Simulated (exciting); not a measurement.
## CdS (Hawleyite): equation of state with PBE

Crystal: CdS (Hawleyite).

```xyz
2
Lattice="0.0000 2.9165 2.9165 2.9165 0.0000 2.9165 2.9165 2.9165 0.0000" Properties=species:S:1:pos:R:3 pbc="T T T"
Cd    0.0000    0.0000    0.0000
S     4.3748    4.3748    4.3748
```

* Program: exciting (release sodium)
* Task: equation of state
* Functional: PBE
* Potentials or basis: all-electron LAPW+lo, shipped species files, valence relativity iora*
* rgkmax: 7.5
* k mesh: 8 × 8 × 8
* Occupations: fermi-dirac, width 0.05 eV
* Spin: no spin polarisation
* gmaxvr (cutoff of density and potential): 14 1/bohr
* lmaxapw (and lmaxmat): 10
* lmaxvr: 8
* nempty: 10
* Valence relativity: iora*
* Muffin-tin radii: Cd 2.3, S 1.9 bohr

| Item | Value |
| --- | --- |
| Equilibrium volume | 26.05 Å³/atom |
| Bulk modulus | 55 GPa |
| Pressure derivative of the bulk modulus | 3.8 (rough: it moves with the points fitted) |

Energy against volume, from the lowest point:
```tsv
volume (Å³/atom)	energy (meV/atom)
23.319	58.40
23.815	37.89
24.312	21.80
24.808	10.65
25.304	3.39
25.800	0.26
26.296	0.00
```

PBE usually gives volumes a little too large and moduli too small. Zero-point motion and thermal expansion aren't in these numbers.
